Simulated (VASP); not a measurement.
Runs of VASP 6.6.1 on LiF (Griceite). Symmetry: Fm-3m, No. 225, cubic system. The conventional cell has a = 4.028 Å, b = 4.028 Å, c = 4.028 Å, α = 90.00°, β = 90.00°, γ = 90.00°. Li (site symmetry m-3m) has 6 F at 2.01 Å as nearest neighbours. Around F (site symmetry m-3m) lie 6 Li at 2.01 Å. 

```tsv
task	level	potentials or basis	cell	k mesh	cutoff (eV)	gap on the mesh (eV)	pressure (GPa)
single point	LDA	VASP PAW LDA potentials, release 64 (Li_sv, F)	Fm-3m, 8.17 Å³/atom	8 × 8 × 8	520	8.83	-
relaxation of the atoms	PBE+D3(BJ)	VASP PAW PBE potentials, release 64 (Li_sv, F)	atoms relaxed from: a relaxed cell with its volume scaled by 0.96	12 × 12 × 12	600	9.77	3.5
single point	PBEsol	VASP PAW PBE potentials, release 64 (Li_sv, F)	Fm-3m, 8.17 Å³/atom	8 × 8 × 8	520	8.92	-
relaxation of the atoms	PBE+D3(BJ)	VASP PAW PBE potentials, release 64 (Li_sv, F)	atoms relaxed from: a relaxed cell with its volume scaled by 1.06	12 × 12 × 12	600	(b)	-3.9
relaxation of the atoms	PBE+D3(BJ)	VASP PAW PBE potentials, release 64 (Li_sv, F)	atoms relaxed from: a relaxed cell with its volume scaled by 0.94	12 × 12 × 12	600	9.98	5.6
relaxation of the atoms	PBE+D3(BJ)	VASP PAW PBE potentials, release 64 (Li_sv, F)	atoms relaxed from: a relaxed cell with its volume scaled by 1.02	12 × 12 × 12	600	(c)	-1.4
single point	PBE	VASP PAW PBE potentials, release 64 (Li_sv, F)	Fm-3m, 8.17 Å³/atom	8 × 8 × 8	520	9.09	-
relaxation of the atoms	PBE+D3(BJ)	VASP PAW PBE potentials, release 64 (Li_sv, F)	atoms relaxed	12 × 12 × 12	600	(d)	0.1
relaxation of cell and atoms	PBE+D3(BJ)	VASP PAW PBE potentials, release 64 (Li_sv, F)	relaxed	12 × 12 × 12	600	(a)	0.1
relaxation of the atoms	PBE+D3(BJ)	VASP PAW PBE potentials, release 64 (Li_sv, F)	atoms relaxed from: a relaxed cell with its volume scaled by 0.98	12 × 12 × 12	600	9.58	1.7
relaxation of the atoms	PBE+D3(BJ)	VASP PAW PBE potentials, release 64 (Li_sv, F)	atoms relaxed from: a relaxed cell with its volume scaled by 1.04	12 × 12 × 12	600	9.03	-2.7
```

Alike in all rows: no spin polarisation; smearing gaussian 0.03 eV.

**Question.** Estimate the missing entries.

**Answer.** (a) 9.38; (b) 8.87; (c) 9.20; (d) 9.39.

Caveats: the cutoff is under 1.25 times the usual one of these potentials, so pressure, stress and relaxed cells hold a basis-set (Pulay) error; the relaxation stopped at its first step, so nothing moved (some runs); the PAW data sets were made with another functional, which shifts forces and pressure a little (some runs).

A k mesh can miss the band edges.
